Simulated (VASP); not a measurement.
In YN (rock salt type) the Y atom of the primitive cell, with all its periodic images, is moved by 0.06 Å along [111].

```
Y N
1.0
     0.00000    2.46000    2.46000
     2.46000    0.00000    2.46000
     2.46000    2.46000    0.00000
Y N
1 1
Direct
  0.00704 0.00704 0.00704
  0.50000 0.50000 0.50000
```

These are results of PBE, plane waves, standard recommended PAW potentials (VASP), not measurements.

Cutoff 520 eV; orbitals from an earlier step on the same cell; potentials Y_sv N; PREC = Accurate; k-mesh 4×4×4 Γ-centred; Fermi–Dirac smearing of 0.05 eV; no spin polarisation.

Question: What force results?

Answer: The force on it along the displacement is 0.1251 eV/Å, a force constant of -2.08 eV/Å². It is negative: the force pushes the atom further, so on this mesh the structure is unstable along this displacement. On a mesh this coarse the force constant of so soft a mode can lie far from its converged value, in sign too.

| atom | Fx (eV/Å) | Fy (eV/Å) | Fz (eV/Å) |
| --- | --- | --- | --- |
| Y1 | 0.0722 | 0.0722 | 0.0722 |
| N2 | -0.0722 | -0.0722 | -0.0722 |

The k-mesh is coarse, so these values belong to this mesh and can lie far from the converged ones. Where the force pushes the moved atom further off its site, the soft mode may be real or faked by the k-mesh.
